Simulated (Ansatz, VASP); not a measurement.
**MgS: VASP beside Ansatz**

```xyz
2
Lattice="0.0000 2.6016 2.6016 2.6016 0.0000 2.6016 2.6016 2.6016 0.0000" Properties=species:S:1:pos:R:3 pbc="T T T"
Mg    0.0000    0.0000    0.0000
S     2.6016    2.6016    2.5767
```

Change from the starting cell: all S atoms moved +0.025 Å, as atom 2 towards its neighbour atom 1 (Mg) at 2.602 Å.

Alike in both runs: task single point; functional PBE; k mesh 8 × 8 × 8; occupations gaussian, width 0.05 eV; no spin polarisation.

|  | VASP | Ansatz |
| --- | --- | --- |
| version | VASP 6.6.1 | Ansatz 0.2.0 |
| potentials or method | VASP PAW PBE potentials, release 64 (Mg, S) | scalar-relativistic, plane waves, PAW |
| plane-wave cutoff (eV) | 520 | 420 |
| valence electrons in the cell | 8 | 16 |

```tsv
	VASP	Ansatz	Ansatz less VASP
gap on the k mesh at the Fermi level (eV)	2.78	2.79	+0.015
least direct gap on the mesh (eV)	3.71	3.72	+0.012
pressure (GPa)	0.9	1.2	+0.30
largest component of the traceless stress (GPa)	0.05	0.05	0.000
rms of the force components (eV/Å)	0.040	0.040	0.0000
```

Atom by atom the forces differ by 0.000 eV/Å (rms over components). The functional is the same, so the differences come from potentials, cutoffs and numerics. The two sets of potentials don't hold the same shells in valence.

A k mesh can miss the band edges.
